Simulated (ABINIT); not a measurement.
# BaS (Fm-3m): G0W0 with ABINIT, start to end, part 3 of 3

Wanted: ground state, empty states, screening and self-energy for BaS (Fm-3m).

ABINIT 10.8.3; PBE and many-body steps on it, plane waves. Known limits of the many-body steps: not at the basis limit; no spin-orbit coupling.

So far. Step 4 (Empty states on the mesh, 4×4×4 mesh, 315 bands): On this mesh the gap is 2.146 eV. Step 5 (Screening, 4×4×4 mesh, 307 bands, screening to 217.7 eV): Local fields lower ε∞ by 15 %.

**6. Self-energy, 4×4×4 mesh, 307 bands, screening to 217.7 eV**

The self-energy is evaluated for the states that the input lists, and the levels follow from it, in one-shot runs by the linearised quasiparticle equation.

This step: G0W0 on PBE, plane waves, norm-conserving pseudopotentials.

Input file run.abi:

```
acell 3*1.0 Angstrom
rprim 
  0.000000000000 3.193750000000 3.193750000000
  3.193750000000 0.000000000000 3.193750000000
  3.193750000000 3.193750000000 0.000000000000
ntypat 2
znucl 56 16
natom 2
typat 1 2
xred 
  0.000000000000 0.000000000000 0.000000000000
  0.500000000000 0.500000000000 0.500000000000
pp_dirpath "pseudos"
pseudos "Ba.upf, S.upf"
ecut 20
ngkpt 4 4 4
nshiftk 1
shiftk 0 0 0
kptopt 1
chksymbreak 0
istwfk *1
occopt 1
irdwfk 1
optdriver 4
nband 307
gwcalctyp 0
ecutsigx 20
symsigma 1
nkptgw 2
kptgw 
  0.0000000000 0.0000000000 0.0000000000
  0.5000000000 0.5000000000 0.0000000000
bdgw 
  6 12
  7 10
ecuteps 8
irdscr 1
ppmodel 1
indata_prefix "in"
outdata_prefix "out"
tmpdata_prefix "tmp"
```

The run is started by

```
OMP_NUM_THREADS=1 mpirun -n 8 abinit run.abi > log
```

Numbers of over 12 decimals in the logs are rounded to 6 here.

Log:

```text
.Version 10.8.3 of ABINIT. v10.8.2 released Aug 2026.

 Symmetries : space group Fm -3 m (#225); Bravais cF (face-center cubic)
[... echo of the input left out ...]
== DATASET  1 ==================================================================
-   mpi_nproc: 8, omp_nthreads: 1 (-1 if OMP is not activated)

--- !DatasetInfo
iteration_state: {dtset: 1, }
dimensions: {natom: 2, nkpt: 8, mband: 307, nsppol: 1, nspinor: 1, nspden: 1, mpw: 1893, }
cutoff_energies: {ecut:  20.0, pawecutdg:  -1.0, }
electrons: {nelect:   1.60000000E+01, charge:   0.00000000E+00, occopt:   1.00000000E+00, tsmear:   1.00000000E-02, }

 SIGMA: Calculation of the GW corrections

 Based on a program developped by R.W. Godby, V. Olevano, G. Onida, and L. Reining.
 Incorporated in ABINIT by V. Olevano, G.-M. Rignanese, and M. Torrent.
.Using double precision arithmetic ; gwpc =  8

[... cell and pseudopotentials left out ...]
--------------------------------------------------------------------------------

 ==== K-mesh for the wavefunctions ====
 Number of points in the irreducible wedge :     8
[... list of points left out ...]
 Together with 48 symmetry operations and time-reversal symmetry
 yields    64 points in the full Brillouin Zone.

 ==== Q-mesh for screening function ====
 Number of points in the irreducible wedge :     8
[... list of points left out ...]
 Together with 48 symmetry operations and time-reversal symmetry
 yields    64 points in the full Brillouin Zone.

 vcoul_init : cutoff-mode = AUXILIARY_FUNCTION
 q-points for optical limit:   1
     1)      0.000010    0.000020    0.000030
 setmesh: FFT mesh size selected  =    36x   36x   36
          total number of points  =        46656

 Number of electrons calculated from density =   16.0000; Expected =   16.0000
 average of density, n =  0.036391
 r_s =    1.8720
 omega_plasma =   18.4014 [eV]

 === KS Band Gaps ===
  >>>> For spin  1
   Minimum direct gap =   2.2723 [eV], located at k-point      :   0.5000  0.5000  0.0000
   Fundamental gap    =   2.1462 [eV], Top of valence bands at :   0.0000  0.0000  0.0000
                                       Bottom of conduction at :   0.5000  0.5000  0.0000
 SIGMA fundamental parameters:
 PLASMON POLE MODEL  1
 number of plane-waves for SigmaX                 1893
 number of plane-waves for SigmaC and W            531
 number of plane-waves for wavefunctions          1893
 number of bands                                   307
 number of independent spin polarizations            1
 number of spinorial components                      1
 number of k-points in IBZ                           8
 number of q-points in IBZ                           8
 number of symmetry operations                      48
 number of k-points in BZ                           64
 number of q-points in BZ                           64
 number of frequencies for dSigma/dE                 9
 frequency step for dSigma/dE [eV]                0.25
 number of omega for Sigma on real axis              0
 max omega for Sigma on real axis  [eV]           0.00
 zcut for avoiding poles [eV]                     0.10

 EPSILON^-1 parameters (SCR file):
 dimension of the eps^-1 matrix on file            531
 dimension of the eps^-1 matrix used               531
 number of plane-waves for wavefunctions          1893
 number of bands                                   307
 number of q-points in IBZ                           8
 number of frequencies                               2
 number of real frequencies                          1
 number of imag frequencies                          1

 matrix elements of self-energy operator (all in [eV])

 Perturbative Calculation

--- !SelfEnergy_ee
iteration_state: {dtset: 1, }
kpoint     : [   0.000,    0.000,    0.000, ]
spin       : 1
KS_gap     :    3.626
QP_gap     :    4.956
Delta_QP_KS:    1.330
data: !SigmaeeData |
     Band     E0 <VxcDFT>   SigX SigC(E0)      Z dSigC/dE  Sig(E)    E-E0       E
        6   3.680 -12.602 -15.738   1.600   0.767  -0.303 -13.780  -1.178   2.502
        7   3.680 -12.602 -15.738   1.600   0.767  -0.303 -13.780  -1.178   2.502
        8   3.680 -12.602 -15.738   1.600   0.767  -0.303 -13.780  -1.178   2.502
        9   7.306  -7.958  -3.979  -3.794   0.821  -0.219  -7.807   0.151   7.458
       10   7.586  -8.923  -4.509  -3.864   0.820  -0.220  -8.473   0.450   8.037
       11   7.586  -8.923  -4.509  -3.864   0.820  -0.220  -8.473   0.450   8.037
       12   7.586  -8.923  -4.509  -3.864   0.820  -0.220  -8.473   0.450   8.037

--- !SelfEnergy_ee
iteration_state: {dtset: 1, }
kpoint     : [   0.500,    0.500,    0.000, ]
spin       : 1
KS_gap     :    2.272
QP_gap     :    3.713
Delta_QP_KS:    1.441
data: !SigmaeeData |
     Band     E0 <VxcDFT>   SigX SigC(E0)      Z dSigC/dE  Sig(E)    E-E0       E
        7   3.554 -12.533 -15.726   1.642   0.767  -0.304 -13.722  -1.189   2.365
        8   3.554 -12.533 -15.726   1.642   0.767  -0.304 -13.722  -1.189   2.365
        9   5.827  -7.957  -4.168  -3.483   0.824  -0.214  -7.705   0.252   6.079
       10   9.648 -10.954  -6.025  -4.074   0.817  -0.225 -10.256   0.698  10.346

== END DATASET(S) ==============================================================
================================================================================

 -outvars: echo values of variables after computation  --------
           etotal      0.0000000000E+00
            nband         307
             nkpt           8
          spgroup         225
 [... the other variables as echoed above ...]

 Calculation completed.
```

Wall time 46 s (8 MPI ranks of Arm Neoverse V2, shared host); peak memory 2.9 GiB.

Numbers from this step:

```
G0W0 gap on the points computed              : 3.577 eV
starting gap on the mesh                     : 2.146 eV
k of the valence top                         : 0, 0, 0
k of the conduction bottom                   : 0.5, 0.5, 0
Z at the valence top                         : 0.767
Z at the conduction bottom                   : 0.824
least direct G0W0 gap on the computed points : 3.714 eV
```

The gap on the mesh goes from 2.15 eV to 3.58 eV, a correction of +1.43 eV.

Limits: finite bands, cutoff and mesh; no spin-orbit coupling. v1 is the top filled band, c1 the lowest empty one. The levels before and after the correction (eV, zero at the valence-band top of each column):

|  | conduction bottom | valence top |
| --- | --- | --- |
| Kohn-Sham | 2.15 | 0.00 |
| G0W0 | 3.58 | 0.00 |

|  | level | energy (eV) |
| --- | --- | --- |
| Kohn-Sham | Γ v3-v1 | 0.000 |
| Kohn-Sham | Γ c1 | 3.626 |
| Kohn-Sham | Γ c2-c4 | 3.906 |
| Kohn-Sham | (0.5 0.5 0) v2-v1 | -0.126 |
| Kohn-Sham | (0.5 0.5 0) c1 | 2.146 |
| Kohn-Sham | (0.5 0.5 0) c2 | 5.967 |
| G0W0 | Γ v3-v1 | 0.000 |
| G0W0 | Γ c1 | 4.956 |
| G0W0 | Γ c2-c4 | 5.535 |
| G0W0 | (0.5 0.5 0) v2-v1 | -0.137 |
| G0W0 | (0.5 0.5 0) c1 | 3.577 |
| G0W0 | (0.5 0.5 0) c2 | 7.844 |

**7. Where the time went**

Times are wall times on 8 MPI ranks of Arm Neoverse V2, shared host, good to a factor of about two.

| step | time | share | memory (GiB) |
| --- | --- | --- | --- |
| ground state | 3.2 s | 3 % | 0.51 |
| bands along the symmetry lines | 4.3 s | 4 % | 0.47 |
| empty states on the mesh | 7.6 s | 6 % | 2.0 |
| screening | 57 s | 48 % | 2.1 |
| self-energy | 46 s | 39 % | 2.9 |

**8. Results**

* PBE gap: 2.15 eV, indirect
* G0W0 gap on the mesh: 3.58 eV
* GW settings: 4×4×4 mesh, 307 bands, screening to 217.7 eV, Godby-Needs plasmon pole
* known limits: not at the basis limit; no spin-orbit coupling

In words: G0W0 moves the gap on the mesh from 2.15 eV to 3.58 eV (+1.43 eV), with Z of 0.77 and 0.82 at the edges. Local fields lower the RPA ε∞ on this mesh from 5.59 to 4.74. Only 2 of the mesh's irreducible points were corrected, so a valley elsewhere could overtake. Bands and cutoff are finite, so the gap is not at the basis limit. The miss can reach some tenths of an eV and take either sign; the mesh is an error of its own. In the G0W0 run levels were corrected at 2 k points alone, so a gap called «on the mesh» is the least over those, and an edge elsewhere would be missed. The many-body steps are scalar-relativistic: spin-orbit coupling is not in them.

[Paths, hosts, dates, memory and timing lines, banners, echoed tables and standing remarks are left out of the program output.]

[Logs are printed without paths, hosts, clocks, repeated set-up lines and the standing remarks that a program may print on its own settings, such as how far it seeks lower states.]

[Runs of the session that timed out or met a known fault of the program may be left out.]

[Hosts, paths, dates, database ids (printed as entryN), source tags and the programs' standing remarks are cut or masked in the printed files.]

[G0W0 gaps are taken among the corrected bands and points alone; a level outside them can change the order at an edge.]

[Where Ansatz stands beside ABINIT at settings called matched, ABINIT's density can come from a denser mesh and the files from another edition; pairs whose starting gaps differed by over 0.03 eV were left out, so agreement reads better than it is.]
